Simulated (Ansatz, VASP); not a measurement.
## One calculation of In, two programs

File INCAR:

```
SYSTEM = In
  PREC = Accurate
  ENCUT = 520
  EDIFF = 1E-7
  ISMEAR = -1
  SIGMA = 0.1
  LREAL = .FALSE.
  LASPH = .TRUE.
  NELM = 60
  ALGO = Normal
  ISIF = 2
  LWAVE = .FALSE.
  LCHARG = .FALSE.
  GGA = PS
  NBANDS = 12
```

Contents of KPOINTS:

```
regular mesh
0
G
  12 12 12
  0 0 0
```

Contents of POSCAR:

```
In
1.0
    2.9316187885      0.0000000000      0.0000000000
    0.0000000000      2.9316187885      0.0000000000
    0.0000000000      0.0000000000      2.9316187885
In
1
Direct
    0.0000000000      0.0000000000      0.0000000000
```

Input for Ansatz:

```yaml
crystal:
  lattice:
    - [2.9316187885, 0.0, 0.0]
    - [0.0, 2.9316187885, 0.0]
    - [0.0, 0.0, 2.9316187885]
  atoms:
    - { symbol: In, position: [0.0, 0.0, 0.0] }
hamiltonian:
  xc: pbesol
  pseudopotentials:
    kind: paw
    azcp:
      In: "pseudopotentials/In.paw.azcp"
basis:
  ecutwfc: 420
  fft_grid_basis: typed
kpoints:
  mp_grid: { grid: [12, 12, 12], shift: [0, 0, 0] }
magnetization:
  spin_polarized: false
scf:
  occupations: { method: fermi_dirac, width: 0.1 }
  lower_state_search: "off"
output:
  stress: true
```

Alike in both runs: task single point; functional PBEsol; k mesh 12 × 12 × 12; occupations fermi-dirac, width 0.1 eV; no spin polarisation.

```csv
,VASP,Ansatz
version,VASP 6.6.1,Ansatz 0.2.0
potentials or method,"VASP PAW PBE potentials, release 64 (In_d)","plane waves (420 eV) with PAW, scalar-relativistic"
plane-wave cutoff (eV),520,420
valence electrons in the cell,13,13
```

```tsv
	VASP	Ansatz	Ansatz less VASP
pressure (GPa)	4.1	4.1	0.00
```

Ansatz warned: «pseudo_functional_mismatch».

Caveats: the PAW data sets were made with another functional, which shifts forces and pressure a little (VASP).
